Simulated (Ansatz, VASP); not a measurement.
# One calculation of NaH, two programs

```
Na H
1.0
     0.00000    2.47660    2.47660
     2.47660    0.00000    2.47660
     2.47660    2.47660    0.00000
Na H
1 1
Direct
  0.00000 0.00000 0.00000
  0.50000 0.50000 0.50000
```

Change from the starting cell: strain +0.015 along x and y, +0.015 along z, atoms carried along.

Alike in both runs: task single point; functional LDA; k mesh 8 × 8 × 8; occupations gaussian, width 0.05 eV; no spin polarisation.

|  | VASP | Ansatz |
| --- | --- | --- |
| version | VASP 6.6.1 | Ansatz 0.2.0 |
| potentials or method | VASP PAW LDA potentials, release 64 (Na_pv, H) | scalar-relativistic, plane waves, PAW |
| plane-wave cutoff (eV) | 520 | 420 |
| valence electrons in the cell | 8 | 10 |

```tsv
	VASP	Ansatz	Ansatz less VASP
gap on the k mesh at the Fermi level (eV)	3.30	3.30	+0.002
least direct gap on the mesh (eV)	4.17	4.17	+0.003
pressure (GPa)	-3.3	-3.3	+0.05
```

The two sets of potentials don't hold the same shells in valence.

A k mesh can miss the band edges.
